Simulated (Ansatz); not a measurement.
Pressure series of AgI (F-43m)

```
Ag I
1.0
     3.22505    3.22505    0.00000
    -3.22505    3.22505    0.00000
     0.00000    3.22505    3.22505
Ag I
1 1
Direct
  0.00000 0.00000 0.00000
  0.75000 0.25000 0.50000
```

This is the zero-pressure cell under PBEsol. Cell and atoms are relaxed by PAW (default files of Ansatz 0.2.0, cutoff 420 eV, stress met within about 0.05 GPa) at each pressure, in this structure whether or not another phase would take over; P is the pressure reached, less that of this cell. Levels come from PBEsol, all-electron LAPW in Ansatz 0.2.0, with spin-orbit coupling; k mesh 6×6×6, fixed occupations, basis error target 0.5 meV/atom. Conduction levels are in eV over the valence top (at Γ), at fixed fractional wave vectors. Zone-centre phonons come from finite displacements by PAW, without the LO-TO term.

| P (GPa) | V/V₀ | Γ | L | X | T2 TO (cm⁻¹) |
| --- | --- | --- | --- | --- | --- |
| -1.98 | 1.0729 | 0.980 | 2.450 | 3.396 | 86.8 |
| 0.00 | 1.0000 | 0.968 | 2.409 | 3.197 | 106.8 |
| 2.00 | 0.9507 | 0.963 | 2.373 | 3.049 | 121.7 |
| 3.98 | 0.9135 | 0.962 | 2.341 | 2.929 | 133.9 |
| 6.99 | 0.8697 | 0.962 | 2.297 | 2.778 | 149.6 |
| 9.98 | ? | ? | ? | ? | ? |
| 14.98 | 0.7922 | 0.967 | 2.200 | 2.482 | 181.5 |

Question: Fit the third-order Birch-Murnaghan equation to the rows shown.

Answer: With f = [(V₀/V)^(2/3) − 1]/2, the normalised pressure F = P/[3f(1 + 2f)^(5/2)] is 32.4 GPa at f = -0.0229, 35.8 GPa at f = 0.0171, 36.7 GPa at f = 0.0311, 37.9 GPa at f = 0.0488, 40.3 GPa at f = 0.0840. The line F = B₀[1 + (3/2)(B′ − 4)f] gives B₀ = 34.3 GPa and B′ = 5.4.

Question: What are the volume deformation potentials and pressure coefficients of these levels at zero pressure?

Answer: 

```csv
level,dE/dlnV (eV),dE/dP = −(dE/dlnV)/B₀ (meV/GPa),mean slope up to 2.0 GPa (meV/GPa)
Γ,0.12,-3.6,-2.4
L,0.66,-19.2,-18.0
X,2.89,-84.2,-74.0
```

dE/dlnV is the slope of a cubic fit in ln V at V₀. The last column is read from two rows and shows how the slope bends with pressure.

Question: What mode Grüneisen parameters follow?

Answer: γ = −d ln ω/d ln V at V₀ from a quadratic fit in ln V: T2 2.73.

Question: Fill the row at 9.98 GPa.

Answer: The fits give V/V₀ = 0.8361 and Γ = 0.963 eV. Computed: V/V₀ = 0.8359, Γ = 0.963, L = 2.258, X = 2.654, T2 TO (cm⁻¹) = 162.8.

Caveats: no other phase was computed; many crystals of this kind change structure within this range, and rows or crossings beyond such a change describe a metastable lattice; the frozen-core PAW files of the relaxations were fitted under PBE, their cores solved anew for this functional; semilocal gaps are low, and the spacing of valleys can be off by tenths of an eV; levels are read at fixed fractional k, so an edge that moves off these points is missed.
